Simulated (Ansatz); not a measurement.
K:

```
K
1.0
    -2.69756    2.69756    2.69756
     2.69756   -2.69756    2.69756
     2.69756    2.69756   -2.69756
K
1
Direct
  0.00000 0.00000 0.00000
```

- Program: Ansatz 0.2.0
- Task: relaxation of cell and atoms
- Functional: PBEsol
- Dispersion: D3(BJ)
- Potentials or basis: Ansatz PAW
- Cutoff: 420 eV (not typed: the program's choice for these potentials)
- k mesh: 7 × 7 × 7
- Occupations: fermi-dirac, width 0.05 eV
- Spin: no spin polarisation

At the start: volume 78.52 Å³/atom.

Where does the relaxation end?

It ends after 5 steps and the volume is 65.28 Å³/atom (-16.9 %); space group Im-3m (No. 229, to 0.05 Å).

The path:
```tsv
step	energy change (eV)	largest force (eV/Å)	volume (Å³)
1	0.0000	0.0000	78.52
2	-0.0042	0.0000	77.22
3	-0.0251	0.0000	66.41
4	-0.0253	0.0000	65.28
5	-0.0253	0.0000	65.28
```

Final structure:
```xyz
1
Lattice="-2.5366 2.5366 2.5366 2.5366 -2.5366 2.5366 2.5366 2.5366 -2.5366" Properties=species:S:1:pos:R:3 pbc="T T T"
K     0.0000    0.0000    0.0000
```

Caveat: the volume moved by over 15 % at a fixed basis, so the end points are rough; the plane-wave basis is chosen anew once the cell has moved, so the energies of steps on either side of that aren't comparable; pairwise dispersion overbinds metals, which lowers pressure and volume; the PAW data sets come from PBE, with cores solved anew for the run's functional, which leaves a small shift of forces and pressure.
